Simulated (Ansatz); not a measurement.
An Ansatz input (plane waves, PAW) for NaCl that has something wrong with it:

```yaml
crystal:
  lattice:
    - [3.5079130194, 0.0, 0.0]
    - [0.0, 3.5079130194, 0.0]
    - [0.0, 0.0, 3.5079130194]
  atoms:
    - { symbol: Na, position: [0.0, 0.0, 0.0] }
    - { symbol: Cl, position: [0.5, 0.5, 0.5] }
basis:
  ecutwfc: 420
  ecutrho_ratio: 4
kpoints:
  mp_grid: { grid: [12, 12, 12] }
hamiltonian:
  xc: pbe
scf:
  occupations: { method: gaussian, width: 0.05 }
  max_iter: 2
output:
  forces: true
  stress: true
```

Launched as:
```sh
ansatz run input.yaml --threads 4 --pin off --max-ram 7168MiB --backend cpu --events-out ev --progress --plain --runs-dir out
```

Question: What is wrong with it?

Answer: Too few SCF iterations. Against the sound input: scf.max_iter: 2.

What the program printed:

SCF trace (energy estimate counted from the last row):
```
iteration  ΔE (eV)  density residual (eV)
        1  7.7e-05                1.26e-4
        2    0.000                7.36e-6
```

```
Error: did not converge after 2 iterations: dr2 = 7.36e-6 (threshold 1.00e-7), under the density mixer `msr1`, which `scf.mixing.algorithm: auto` chose by the deck's other keys (type `scf.mixing.algorithm: msr1` to keep it); raise `scf.max_iter`, which need not help a stalled SCF, or adjust the mixing (`scf.mixing`) or, under a smearing, its width (`scf.occupations.width`, in either direction: another width is another result); this SCF holds its density and magnetisation to the symmetry operations that it keeps, and cannot end on a state that breaks one of them: if the state sought breaks one, re-run with `crystal.symmetry.detect: false`, without `crystal.symmetry.time_reversal: true`, on a non-collinear deck whose state breaks time reversal, with `crystal.symmetry.time_reversal: false` beside it (there exact exchange or a DFT+U term alone can polarise the run; a magnetic state wants starting …
```

The run ended without convergence. Cost: 0.35 s on 4 threads of Arm Neoverse V2, with other jobs on the host, peak memory 0.28 GiB. The run before the change (PBE, 420 eV, 12×12×12 mesh) gave:

| run | P (GPa) | gap on the mesh (eV) | cell moment (μB) | largest force component (eV/Å) |
| --- | --- | --- | --- | --- |
| sound | 0.0 | 3.96 | – | 0.000 |

The chain of runs began from a cell as deposited in COD, expanded in volume.

Of that run: Semilocal functionals underestimate band gaps, commonly by a third or more.
